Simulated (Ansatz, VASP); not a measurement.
# Ti in VASP and in Ansatz

File INCAR:

```
PREC     = Accurate       # precision mode
ENCUT    = 520            # plane-wave cutoff, eV
EDIFF    = 1E-6           # SCF threshold, eV
ISMEAR   = -1             # smearing method
SIGMA    = 0.05           # smearing width, eV
LREAL    = F              # projectors in reciprocal space
LASPH    = T              # aspherical terms in the spheres
NELM     = 60             # most SCF steps
ALGO     = Normal         # electronic algorithm
ISIF     = 2              # what is computed and relaxed
LWAVE    = F              # write WAVECAR
LCHARG   = T              # write CHGCAR
LELF     = T              # ELF
LVHAR    = T            
NBANDS   = 12             # bands
```

KPOINTS

```
Automatic mesh
0
Gamma
  11 11 11
```

Contents of POSCAR:

```
Ti
1.0
    0.0000000000      2.0300000000      2.0300000000
    2.0300000000      0.0000000000      2.0300000000
    2.0300000000      2.0300000000      0.0000000000
Ti
1
Direct
    0.0000000000      0.0000000000      0.0000000000
```

File input.yaml:

```yaml
crystal:
  lattice:
    - [0.0, 2.03, 2.03]
    - [2.03, 0.0, 2.03]
    - [2.03, 2.03, 0.0]
  atoms:
    - { symbol: Ti, position: [0.0, 0.0, 0.0] }
kpoints:
  mp_grid: { grid: [11, 11, 11] }
  band_path:
    path:
      - [0.0, 0.0, 0.0]
      - [0.5, 0.0, 0.5]
      - [0.5, 0.25, 0.75]
      - [0.375, 0.375, 0.75]
      - [0.0, 0.0, 0.0]
      - [0.5, 0.5, 0.5]
      - [0.625, 0.25, 0.625]
      - [0.5, 0.25, 0.75]
    npoints: 6
scf:
  occupations: { method: fermi_dirac, width: 0.05 }
hamiltonian:
  xc: lda
  pseudopotentials: { kind: all_electron, lapw: { basis_error: 0.001 } }
output:
  forces: true
  stress: true
  eigenvalues: true
```

Alike in both runs: functional LDA; k mesh 11 × 11 × 11; occupations fermi-dirac, width 0.05 eV; no spin polarisation.

```csv
,VASP,Ansatz
version,VASP 6.6.1,Ansatz 0.2.0
potentials or method,"VASP PAW LDA potentials, release 64 (Ti_sv)","all-electron LAPW, scalar-relativistic"
plane-wave cutoff (eV),520,see its input
task,single point,band structure
```

Ansatz gave:

```
gap on the k mesh at the Fermi level (eV) : none
pressure (GPa)                            : -5.1
```

Problem. What did VASP give for the same quantities?

Solution. gap on the k mesh at the Fermi level (eV): none; pressure (GPa): -5.2.

A gap of «none» marks a metal or a gap that the smearing closes. Ansatz ran all-electron here, so the differences hold the error of VASP's frozen core and of both bases.
